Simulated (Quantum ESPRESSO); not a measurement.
# AgCl (Chlorargyrite) (Fm-3m) in Quantum ESPRESSO: further runs

Aim: see how the results for AgCl (Chlorargyrite) move with the level of theory and the settings. Levels: LDA, PBEsol. Tasks: band structure.

Program: Quantum ESPRESSO 7.5. These are calculated values, not measurements. Logs are shortened: lines on timing, memory, paths and dates and some standing lists are left out, and cuts for length are marked.

**Experimental background.**

A printed reference work, data compilation reports, for a bulk crystal of AgCl: band gap 3.249 eV (indirect).

How close the calculation comes is told below.

**1. The crystal as given**

Symmetry: Fm-3m, No. 225, cubic system. Conventional cell: a = 5.470 Å, b = 5.470 Å, c = 5.470 Å, α = 90.00°, β = 90.00°, γ = 90.00°. Around Ag (site symmetry m-3m) lie 6 Cl at 2.73 Å. Cl (site symmetry m-3m) is surrounded by 6 Ag at 2.73 Å.

**2. Band structure, LDA**

Contents of pw.in:

```
&CONTROL
  calculation = 'scf'
  prefix = 'pwscf'
  outdir = './tmp'
  pseudo_dir = './pseudo'
  tprnfor = .true.
  tstress = .true.
  disk_io = 'low'
/
&SYSTEM
  ibrav = 0
  A = 3.86787409
  nat = 2
  ntyp = 2
  ecutwfc = 70
  nbnd = 20
  input_dft = 'pz'
  occupations = 'smearing'
  smearing = 'fd'
  degauss = 0.00367493
/
&ELECTRONS
  conv_thr = 4d-10
  electron_maxstep = 120
  mixing_beta = 0.5
/
ATOMIC_SPECIES
Ag   107.8682 Ag_ONCV_PBE-1.2.upf
Cl    35.4500 Cl_ONCV_PBE-1.2.upf
CELL_PARAMETERS alat
   0.0000000000    0.7071067818    0.7071067818
   0.7071067818    0.0000000000    0.7071067818
   0.7071067818    0.7071067818    0.0000000000
ATOMIC_POSITIONS alat
Ag     0.0000000000    0.0000000000    0.0000000000
Cl     0.7071067818    0.7071067818    0.7071067818
K_POINTS automatic
8 8 8 0 0 0
```

Contents of pp_density.in:

```
&INPUTPP
  prefix = 'pwscf'
  outdir = './tmp'
  filplot = 'density.dat'
  plot_num = 0
/
&PLOT
  nfile = 1
  filepp(1) = 'density.dat'
  iflag = 3
  output_format = 6
  fileout = 'density.cube'
/
```

Contents of pp_potential.in:

```
&INPUTPP
  prefix = 'pwscf'
  outdir = './tmp'
  filplot = 'potential.dat'
  plot_num = 11
/
&PLOT
  nfile = 1
  filepp(1) = 'potential.dat'
  iflag = 3
  output_format = 6
  fileout = 'potential.cube'
/
```

Contents of pp_elf.in:

```
&INPUTPP
  prefix = 'pwscf'
  outdir = './tmp'
  filplot = 'elf.dat'
  plot_num = 8
/
&PLOT
  nfile = 1
  filepp(1) = 'elf.dat'
  iflag = 3
  output_format = 6
  fileout = 'elf.cube'
/
```

Contents of bands.in:

```
&CONTROL
  calculation = 'bands'
  prefix = 'pwscf'
  outdir = './tmp'
  pseudo_dir = './pseudo'
  disk_io = 'low'
  verbosity = 'high'
/
&SYSTEM
  ibrav = 0
  A = 3.86787409
  nat = 2
  ntyp = 2
  ecutwfc = 70
  nbnd = 20
  input_dft = 'pz'
  occupations = 'smearing'
  smearing = 'fd'
  degauss = 0.00367493
/
&ELECTRONS
  conv_thr = 1d-08
  electron_maxstep = 120
  mixing_beta = 0.5
  diago_full_acc = .true.
  startingwfc = 'random'
/
ATOMIC_SPECIES
Ag   107.8682 Ag_ONCV_PBE-1.2.upf
Cl    35.4500 Cl_ONCV_PBE-1.2.upf
CELL_PARAMETERS alat
   0.0000000000    0.7071067818    0.7071067818
   0.7071067818    0.0000000000    0.7071067818
   0.7071067818    0.7071067818    0.0000000000
ATOMIC_POSITIONS alat
Ag     0.0000000000    0.0000000000    0.0000000000
Cl     0.7071067818    0.7071067818    0.7071067818
K_POINTS crystal
60
 0.0000000000  0.0000000000  0.0000000000 1
 0.0625000000  0.0000000000  0.0625000000 1
 0.1250000000  0.0000000000  0.1250000000 1
 0.1875000000  0.0000000000  0.1875000000 1
 0.2500000000  0.0000000000  0.2500000000 1
 0.3125000000  0.0000000000  0.3125000000 1
 0.3750000000  0.0000000000  0.3750000000 1
 0.4375000000  0.0000000000  0.4375000000 1
 0.5000000000  0.0000000000  0.5000000000 1
 0.5000000000  0.0625000000  0.5625000000 1
 0.5000000000  0.1250000000  0.6250000000 1
 0.5000000000  0.1875000000  0.6875000000 1
 0.5000000000  0.2500000000  0.7500000000 1
 0.4375000000  0.3125000000  0.7500000000 1
 0.3750000000  0.3750000000  0.7500000000 1
 0.3375000000  0.3375000000  0.6750000000 1
 0.3000000000  0.3000000000  0.6000000000 1
 0.2625000000  0.2625000000  0.5250000000 1
 0.2250000000  0.2250000000  0.4500000000 1
 0.1875000000  0.1875000000  0.3750000000 1
 0.1500000000  0.1500000000  0.3000000000 1
 0.1125000000  0.1125000000  0.2250000000 1
 0.0750000000  0.0750000000  0.1500000000 1
 0.0375000000  0.0375000000  0.0750000000 1
 0.0000000000  0.0000000000  0.0000000000 1
 0.0625000000  0.0625000000  0.0625000000 1
 0.1250000000  0.1250000000  0.1250000000 1
 0.1875000000  0.1875000000  0.1875000000 1
 0.2500000000  0.2500000000  0.2500000000 1
 0.3125000000  0.3125000000  0.3125000000 1
 0.3750000000  0.3750000000  0.3750000000 1
 0.4375000000  0.4375000000  0.4375000000 1
 0.5000000000  0.5000000000  0.5000000000 1
 0.5250000000  0.4500000000  0.5250000000 1
 0.5500000000  0.4000000000  0.5500000000 1
 0.5750000000  0.3500000000  0.5750000000 1
 0.6000000000  0.3000000000  0.6000000000 1
 0.6250000000  0.2500000000  0.6250000000 1
 0.5833333333  0.2500000000  0.6666666667 1
 0.5416666667  0.2500000000  0.7083333333 1
 0.5000000000  0.2500000000  0.7500000000 1
 0.5000000000  0.2857142857  0.7142857143 1
 0.5000000000  0.3214285714  0.6785714286 1
 0.5000000000  0.3571428571  0.6428571429 1
 0.5000000000  0.3928571429  0.6071428571 1
 0.5000000000  0.4285714286  0.5714285714 1
 0.5000000000  0.4642857143  0.5357142857 1
 0.5000000000  0.5000000000  0.5000000000 1
 0.4821428571  0.4821428571  0.5357142857 1
 0.4642857143  0.4642857143  0.5714285714 1
 0.4464285714  0.4464285714  0.6071428571 1
 0.4285714286  0.4285714286  0.6428571429 1
 0.4107142857  0.4107142857  0.6785714286 1
 0.3928571429  0.3928571429  0.7142857143 1
 0.3750000000  0.3750000000  0.7500000000 1
 0.6250000000  0.2500000000  0.6250000000 1
 0.5937500000  0.1875000000  0.5937500000 1
 0.5625000000  0.1250000000  0.5625000000 1
 0.5312500000  0.0625000000  0.5312500000 1
 0.5000000000  0.0000000000  0.5000000000 1
```

Potentials or basis: SG15 PBE 1.2.

Run with:

```sh
OMP_NUM_THREADS=1 pw.x -in pw.in > pw.out
OMP_NUM_THREADS=1 pp.x -in pp_density.in > pp_density.out
OMP_NUM_THREADS=1 pp.x -in pp_potential.in > pp_potential.out
OMP_NUM_THREADS=1 pp.x -in pp_elf.in > pp_elf.out
OMP_NUM_THREADS=1 pw.x -in bands.in > bands.out
```

pw.out:

```text
This program is part of the open-source Quantum ESPRESSO suite
     for quantum simulation of materials; please cite
         "P. Giannozzi et al., J. Phys.:Condens. Matter 21 395502 (2009);
         "P. Giannozzi et al., J. Phys.:Condens. Matter 29 465901 (2017);
         "P. Giannozzi et al., J. Chem. Phys. 152 154105 (2020);
     in publications or presentations arising from this work. More details at

     IMPORTANT: XC functional enforced from input :
     Exchange-correlation= PZ
                           (   1   1   0   0   0   0   0)
     Any further DFT definition will be discarded
     Please, verify this is what you really want

     Message from routine setup:
     using ibrav=0 with symmetry is DISCOURAGED, use correct ibrav instead

     G-vector sticks info
     --------------------
     sticks:   dense  smooth     PW     G-vecs:    dense   smooth      PW
     Sum        1039    1039    313                22075    22075    3527

     Using Slab Decomposition

     bravais-lattice index     =            0
     lattice parameter (alat)  =       7.3092  a.u.
     unit-cell volume          =     276.1205 (a.u.)^3
     number of atoms/cell      =            2
     number of atomic types    =            2
     number of electrons       =        26.00
     number of Kohn-Sham states=           20
     kinetic-energy cutoff     =      70.0000  Ry
     charge density cutoff     =     280.0000  Ry
     scf convergence threshold =      4.0E-10
     mixing beta               =       0.5000
     number of iterations used =            8  plain     mixing
     Exchange-correlation= PZ
                           (   1   1   0   0   0   0   0)

     celldm(1)=   7.309223  celldm(2)=   0.000000  celldm(3)=   0.000000
     celldm(4)=   0.000000  celldm(5)=   0.000000  celldm(6)=   0.000000

     crystal axes: (cart. coord. in units of alat)
               a(1) = (   0.000000   0.707107   0.707107 )
               a(2) = (   0.707107   0.000000   0.707107 )
               a(3) = (   0.707107   0.707107   0.000000 )

     reciprocal axes: (cart. coord. in units 2 pi/alat)
               b(1) = ( -0.707107  0.707107  0.707107 )
               b(2) = (  0.707107 -0.707107  0.707107 )
               b(3) = (  0.707107  0.707107 -0.707107 )

     PseudoPot. # 1 for Ag read from file:
     Ag_ONCV_PBE-1.2.upf
     Pseudo is Norm-conserving, Zval = 19.0
     Generated using ONCVPSP code by D. R. Hamann
     Using radial grid of  602 points,  6 beta functions with:
                l(1) =   0
                l(2) =   0
                l(3) =   1
                l(4) =   1
                l(5) =   2
                l(6) =   2

     PseudoPot. # 2 for Cl read from file:
     Cl_ONCV_PBE-1.2.upf
     Pseudo is Norm-conserving, Zval =  7.0
     Generated using ONCVPSP code by D. R. Hamann
     Using radial grid of  602 points,  4 beta functions with:
                l(1) =   0
                l(2) =   0
                l(3) =   1
                l(4) =   1

     atomic species   valence    mass     pseudopotential
     Ag               19.00   107.86820     Ag( 1.00)
     Cl                7.00    35.45000     Cl( 1.00)

     48 Sym. Ops., with inversion, found

   Cartesian axes

     site n.     atom                  positions (alat units)
         1        Ag     tau(   1) = (   0.0000000   0.0000000   0.0000000  )
         2        Cl     tau(   2) = (   0.7071068   0.7071068   0.7071068  )

     number of k points=    29  Fermi-Dirac smearing, width (Ry)=  0.0037
                       cart. coord. in units 2pi/alat
        k(    1) = (   0.0000000   0.0000000   0.0000000), wk =   0.0039062
        k(    2) = (   0.0883883   0.0883883  -0.0883883), wk =   0.0312500
        k(    3) = (   0.1767767   0.1767767  -0.1767767), wk =   0.0312500
        k(    4) = (   0.2651650   0.2651650  -0.2651650), wk =   0.0312500
        k(    5) = (  -0.3535534  -0.3535534   0.3535534), wk =   0.0156250
        k(    6) = (   0.1767767   0.0000000   0.0000000), wk =   0.0234375
[... 21 lines left out ...]
        k(   28) = (  -0.7071068   0.1767767   0.0000000), wk =   0.0468750
        k(   29) = (  -0.7071068   0.3535534   0.0000000), wk =   0.0234375

     Dense  grid:    22075 G-vectors     FFT dimensions: (  40,  40,  40)

     Initial potential from superposition of free atoms

     starting charge      25.9563, renormalised to      26.0000
     Starting wfcs are random

     Self-consistent Calculation

     iteration #  1     ecut=    70.00 Ry     beta= 0.50
     Davidson diagonalization with overlap
     ethr =  1.00E-02,  avg # of iterations =  8.9

     Threshold (ethr) on eigenvalues was too large:
     Diagonalizing with lowered threshold

     Davidson diagonalization with overlap
     ethr =  2.23E-04,  avg # of iterations =  3.1

     total energy              =    -317.43917156 Ry
     estimated scf accuracy    <       0.06713229 Ry
[... 50 lines left out ...]
     iteration #  9     ecut=    70.00 Ry     beta= 0.50
     Davidson diagonalization with overlap
     ethr =  4.98E-12,  avg # of iterations =  2.0

     End of self-consistent calculation

          k = 0.0000 0.0000 0.0000 (  2733 PWs)   bands (ev):

   -81.3815 -44.6990 -44.6990 -44.6990  -6.6417   6.0883   6.0883   6.0883
     6.1324   6.1324   6.3376   6.3376   6.3376   9.3418  19.5882  19.5882
    19.5882  20.7975  21.9775  21.9778

          k = 0.0884 0.0884-0.0884 (  2725 PWs)   bands (ev):
[... 19 lines left out ...]
   -81.3814 -44.7027 -44.6996 -44.6996  -6.1183   3.0758   4.2999   4.2999
     6.5101   6.5101   6.8536   8.8198   8.8198  12.6289  15.3245  16.1830
    16.1830  22.2072  22.5619  22.5619

          k = 0.1768 0.0000 0.0000 (  2722 PWs)   bands (ev):

   -81.3815 -44.6995 -44.6992 -44.6992  -6.5506   4.8535   5.7459   5.7459
     6.0313   6.1634   6.6847   6.6847   7.0654  10.4622  18.4316  18.5574
    19.0387  19.0387  22.6015  22.8688

          k = 0.2652 0.0884-0.0884 (  2732 PWs)   bands (ev):
[... 25 lines left out ...]
   -81.3814 -44.7013 -44.6998 -44.6994  -6.2910   3.8258   4.5242   4.8921
     6.3083   6.4069   6.7287   7.4276   8.5603  12.3869  15.7118  16.8670
    17.2242  20.5055  22.4972  22.5749

          k = 0.0000-0.1768 0.1768 (  2745 PWs)   bands (ev):

   -81.3815 -44.7002 -44.6995 -44.6992  -6.4676   4.5832   4.9184   5.4281
     6.1826   6.2865   6.7438   6.8039   7.9179  11.1054  17.4243  17.5035
    18.5556  19.8538  21.7364  22.3358

          k = 0.3536 0.0000 0.0000 (  2706 PWs)   bands (ev):

   -81.3814 -44.7008 -44.6998 -44.6998  -6.3458   3.9496   5.4932   5.4932
     5.8952   6.2390   6.8832   6.8832   7.2828  12.0791  15.9365  17.3911
    18.8397  18.8397  23.3429  24.9476

          k = 0.4419 0.0884-0.0884 (  2739 PWs)   bands (ev):
[... 13 lines left out ...]
   -81.3814 -44.7020 -44.7009 -44.6999  -6.0896   3.6148   4.4020   4.4295
     6.4316   6.5060   6.8015   7.3318   8.3817  13.3129  14.5999  16.5915
    17.3159  21.5579  21.7875  24.4815

          k = 0.0000-0.3536 0.3536 (  2720 PWs)   bands (ev):

   -81.3814 -44.7017 -44.7006 -44.6996  -6.1646   3.5847   4.3806   4.7183
     6.3937   6.4967   6.9628   6.9735   8.7352  13.6347  14.4911  16.3617
    17.0145  20.7774  23.0774  24.5626

          k = 0.5303 0.0000 0.0000 (  2730 PWs)   bands (ev):

   -81.3814 -44.7020 -44.7003 -44.7003  -6.1698   3.8586   5.4624   5.4624
     5.7613   6.3155   6.7731   6.7731   7.0929  11.3589  16.5759  16.8122
    19.5332  19.5332  24.0918  24.9382

          k =-0.0884-0.6187 0.6187 (  2730 PWs)   bands (ev):

   -81.3814 -44.7022 -44.7007 -44.7004  -6.1098   4.0278   4.9428   5.1383
     5.9930   6.5950   6.7030   6.8988   7.0128  11.2938  16.4476  16.9829
    19.4383  20.0850  23.7598  24.3435

          k = 0.0000-0.5303 0.5303 (  2726 PWs)   bands (ev):

   -81.3813 -44.7019 -44.7012 -44.7002  -6.0765   4.2027   4.2482   4.7059
     6.2428   6.5786   6.7766   6.9702   7.6411  12.1047  15.8658  16.7904
    18.4871  20.3679  22.5167  24.8487

          k =-0.7071 0.0000 0.0000 (  2762 PWs)   bands (ev):

   -81.3813 -44.7024 -44.7005 -44.7005  -6.1076   4.0881   5.5083   5.5083
     5.7065   6.3475   6.6467   6.6467   6.7551  10.7653  16.6295  17.3449
    20.2214  20.2214  24.0821  24.0822

          k = 0.3536 0.1768 0.0000 (  2742 PWs)   bands (ev):

   -81.3814 -44.7012 -44.7000 -44.6996  -6.2855   3.8408   4.7383   5.1136
     6.1971   6.4239   6.8881   6.9235   8.1753  12.5013  15.4992  16.7580
    18.0433  19.8135  23.0195  24.1230

          k =-0.2652-0.4419 0.6187 (  2729 PWs)   bands (ev):
[... 19 lines left out ...]
   -81.3814 -44.7019 -44.7011 -44.7003  -6.0789   4.0168   4.3846   4.6342
     6.3538   6.5661   6.7325   7.0406   7.6270  12.5544  15.6943  16.6613
    17.6822  21.1657  22.7316  24.2560

          k = 0.0000-0.3536 0.5303 (  2733 PWs)   bands (ev):

   -81.3814 -44.7017 -44.7012 -44.7001  -6.0845   3.8073   4.4360   4.5065
     6.4710   6.4861   6.8358   6.9571   8.0575  13.2057  15.0305  16.4330
    17.4782  21.5077  21.9444  24.9465

          k =-0.7071 0.1768 0.0000 (  2722 PWs)   bands (ev):

   -81.3813 -44.7022 -44.7008 -44.7005  -6.0862   4.1714   4.7019   4.9412
     6.2481   6.6299   6.6469   6.6720   7.1576  11.5676  16.4589  17.0262
    18.4256  20.9370  23.4745  24.0628

          k =-0.7071 0.3536 0.0000 (  2740 PWs)   bands (ev):

   -81.3813 -44.7015 -44.7015 -44.7005  -6.0645   4.2447   4.4475   4.4475
     6.6110   6.6110   6.6471   6.6520   7.4408  12.8146  16.5215  16.5215
    16.5572  22.3034  22.3034  24.0431

     the Fermi energy is     9.1569 ev

!    total energy              =    -317.45662352 Ry
     estimated scf accuracy    <          9.6E-11 Ry
     smearing contrib. (-TS)   =      -0.00000456 Ry
     internal energy E=F+TS    =    -317.45661896 Ry

     The total energy is F=E-TS. E is the sum of the following terms:
     one-electron contribution =    -167.27320313 Ry
     hartree contribution      =      92.18095751 Ry
     xc contribution           =     -32.46750018 Ry
     ewald contribution        =    -209.89687316 Ry

     convergence has been achieved in   9 iterations

     Forces acting on atoms (cartesian axes, Ry/au):

     atom    1 type  1   force =     0.00000000    0.00000000   -0.00000000
     atom    2 type  2   force =    -0.00000000    0.00000000   -0.00000000

     Total force =     0.000000     Total SCF correction =     0.000000

     Computing stress (Cartesian axis) and pressure

          total   stress  (Ry/bohr**3)                   (kbar)     P=      -34.91
  -0.00023731   0.00000000  -0.00000000          -34.91        0.00       -0.00
   0.00000000  -0.00023731   0.00000000            0.00      -34.91        0.00
  -0.00000000   0.00000000  -0.00023731           -0.00        0.00      -34.91

=------------------------------------------------------------------------------=
   JOB DONE.
=------------------------------------------------------------------------------=
```

It took 68 s on 1 thread of Arm Neoverse V1, shared host; peak memory 0.09 GiB.

What came out:

```yaml
Free_energy: -4319.2174 eV
Pressure: -3.5 GPa
Band_gap_on_the_k_mesh: 0.52 eV, indirect (least direct gap 3.00 eV)
Band_gap_along_the_path: 0.52 eV, indirect (least direct gap 2.82 eV)
```

Levels at the corners of the path, in eV from the valence-band top:
```csv
point,band 11,band 12,band 13,band 14,band 15,band 16
Γ,-2.48,-2.48,-2.48,0.52,10.77,10.77
X,-2.17,-2.17,-2.06,1.95,7.81,8.53
W,-2.17,-2.17,-1.38,3.99,7.70,7.70
K,-2.04,-1.85,-1.18,3.28,7.05,7.97
Γ,-2.48,-2.48,-2.48,0.52,10.77,10.77
L,-1.97,0.00,0.00,3.81,6.50,7.36
U,-2.04,-1.85,-1.18,3.28,7.05,7.97
W,-2.17,-2.17,-1.38,3.99,7.70,7.70
L,-1.97,0.00,0.00,3.81,6.50,7.36
K,-2.04,-1.85,-1.18,3.28,7.05,7.97
U,-2.04,-1.85,-1.18,3.28,7.05,7.97
X,-2.17,-2.17,-2.06,1.95,7.81,8.53
```

Caveat: the potentials were made for another functional, which shifts forces and pressure; this potential file gives levels or pressures that part from those of other sets.

**3. Band structure, PBEsol**

Changes to pw.in since step 2:

```diff
@@ -16,3 +16,3 @@
   nbnd = 20
-  input_dft = 'pz'
+  input_dft = 'pbesol'
   occupations = 'smearing'
```

Changes to bands.in since step 2:

```diff
@@ -15,3 +15,3 @@
   nbnd = 20
-  input_dft = 'pz'
+  input_dft = 'pbesol'
   occupations = 'smearing'
```

Potentials or basis: SG15 PBE 1.2.

Run with:

```sh
OMP_NUM_THREADS=1 pw.x -in pw.in > pw.out
OMP_NUM_THREADS=1 pw.x -in bands.in > bands.out
```

Wall time 67 s (1 thread of Arm Neoverse V1, shared host); peak memory 0.09 GiB.

Results (log left out):

| Item | Value |
| --- | --- |
| Free energy | -4320.5799 eV |
| Pressure | -0.4 GPa |
| Band gap on the k mesh | 0.71 eV, indirect (least direct gap 3.17 eV) |
| Band gap along the path | 0.71 eV, indirect (least direct gap 2.98 eV) |

Levels at the corners of the path, in eV from the valence-band top:
```csv
point,band 9,band 10,band 11,band 12,band 13,band 14,band 15,band 16,band 17,band 18
Γ,-2.62,-2.62,-2.48,-2.48,-2.48,0.71,10.81,10.81,10.81,12.07
X,-3.04,-2.41,-2.12,-2.12,-2.01,2.18,7.84,8.62,11.59,11.59
W,-2.16,-2.16,-2.12,-2.11,-1.32,4.18,7.78,7.78,7.92,13.60
K,-2.52,-2.19,-2.00,-1.79,-1.15,3.49,7.13,8.06,9.83,11.67
Γ,-2.62,-2.62,-2.48,-2.48,-2.48,0.71,10.81,10.81,10.81,12.07
L,-2.25,-2.25,-1.91,0.00,0.00,3.94,6.68,7.52,7.52,13.48
U,-2.52,-2.19,-2.00,-1.79,-1.15,3.49,7.13,8.06,9.83,11.67
W,-2.16,-2.16,-2.12,-2.11,-1.32,4.18,7.78,7.78,7.92,13.60
L,-2.25,-2.25,-1.91,0.00,0.00,3.94,6.68,7.52,7.52,13.48
K,-2.52,-2.19,-2.00,-1.79,-1.15,3.49,7.13,8.06,9.83,11.67
U,-2.52,-2.19,-2.00,-1.79,-1.15,3.49,7.13,8.06,9.83,11.67
X,-3.04,-2.41,-2.12,-2.12,-2.01,2.18,7.84,8.62,11.59,11.59
```

Caveat: the potentials were made for another functional, which shifts forces and pressure; this potential file gives levels or pressures that part from those of other sets.

**4. How close it comes**

Step 2. A measured gap of AgCl is 3.249 eV (indirect; a printed reference work, data compilation); the calculated 0.52 eV misses it by -2.73 eV. So large a miss can be the level of theory's own, or it may mean another phase, state or a wrong row. Spin-orbit coupling on Ag is left out. The value is that of LDA, without temperature or zero-point motion. Semilocal functionals fall short of measured gaps as a rule.

Step 3. A measured gap of AgCl is 3.249 eV (indirect; a printed reference work, data compilation); the calculated 0.71 eV misses it by -2.54 eV. So large a miss can be the level of theory's own, or it may mean another phase, state or a wrong row. Spin-orbit coupling on Ag is left out. The value is that of PBEsol, without temperature or zero-point motion. Semilocal functionals fall short of measured gaps as a rule.
